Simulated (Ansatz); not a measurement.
# Ba: strong compression

An exercise on one series of results from a longer session: the logs are not shown, and one member is left open.

Computed with Ansatz 0.2.0 (DFT, PBE, PAW with Ansatz's default frozen-core files, scalar-relativistic, unless a step's input says otherwise).

## The structure to begin with

The structure is hexagonal, space group P6_3/mmc (No. 194). The conventional cell has a = 4.489 Å, b = 4.489 Å, c = 7.272 Å, α = 90.00°, β = 90.00°, γ = 120.00°. Ba (site symmetry -6m2) has 12 Ba at 4.46 to 4.49 Å in its first shell of neighbours.

Coordinates:

```cif
data_structure
_symmetry_space_group_name_H-M 'P 1'
_symmetry_Int_Tables_number 1
_cell_length_a 4.4887
_cell_length_b 4.4887
_cell_length_c 7.2717
_cell_angle_alpha 90.000
_cell_angle_beta 90.000
_cell_angle_gamma 120.000
_cell_volume 126.88
loop_
_atom_site_label
_atom_site_type_symbol
_atom_site_fract_x
_atom_site_fract_y
_atom_site_fract_z
_atom_site_occupancy
Ba1 Ba 0.33333 0.66667 0.25000 1
Ba2 Ba 0.66667 0.33333 0.75000 1
```

Whether this phase is the stable one at these pressures isn't tested.

Atoms are numbered in the order of the input: Ba1, Ba2.

The first run:

Input file input.yaml:

```yaml
crystal:
  lattice:
    - [4.488698186, 0.0, 0.0]
    - [-2.244349093, 3.887326659, 0.0]
    - [0.0, 0.0, 7.2716910613]
  atoms:
    - { symbol: Ba, position: [0.3333333333, 0.6666666667, 0.25] }
    - { symbol: Ba, position: [0.6666666667, 0.3333333333, 0.75] }
kpoints:
  mp_grid: { grid: [10, 10, 6] }
scf:
  occupations: { method: fermi_dirac, width: 0.1 }
hamiltonian:
  xc: pbe
  pseudopotentials: { kind: paw }
output:
  forces: true
  stress: true
relax:
  f_tol: 0.005
  max_steps: 40
  cell: {}
```

Command:

```console
> ansatz run input.yaml --threads 1 --pin off --max-ram 2048MiB --backend cpu --events-out ev --progress --plain --runs-dir out
```

Among the steps run: Cell relaxed at zero pressure, PAW; Volume scaled by 1, PAW; Shape and atoms relaxed at 0.92 of the volume, PAW; Volume scaled by 0.92, PAW; Shape and atoms relaxed at 0.84 of the volume, PAW; Volume scaled by 0.84, PAW; Shape and atoms relaxed at 0.76 of the volume, PAW; Volume scaled by 0.76, PAW; Shape and atoms relaxed at 0.68 of the volume, PAW; Volume scaled by 0.68, PAW; Shape and atoms relaxed at 0.6 of the volume, PAW; Volume scaled by 0.6, PAW; Shape and atoms relaxed at 0.52 of the volume, PAW; Volume scaled by 0.52, PAW; Shape and atoms relaxed at 0.45 of the volume, PAW; Volume scaled by 0.45, PAW; Volume scaled by 0.45, PAW (partial_waves polarizable).

One table of the session follows, with a row left open; its other results are not shown here.

 The rows PAW, 0.45 and PAW (partial_waves polarizable), 0.45 agree to the last digit and may rest on the same set-up.

```
                         method  volume over the first  volume (Å³/atom)  pressure (GPa)
                            PAW                      1            63.835            0.00
                            PAW                   0.92            58.729            0.75
                            PAW                   0.84            53.622            1.74
                            PAW                   0.76                 ?               ?
                            PAW                   0.68            43.408            4.76
                            PAW                    0.6            38.301            7.08
                            PAW                   0.52            33.194           10.98
                            PAW                   0.45            28.726           16.87
PAW (partial_waves polarizable)                   0.45            28.726           16.87
```

Estimate the missing values for PAW, 0.76.

The run gave: volume (Å³/atom): 48.515; pressure (GPa): 3.06. In the column «volume (Å³/atom)» it lies between PAW, 0.68 (43.408) and PAW, 0.84 (53.622).
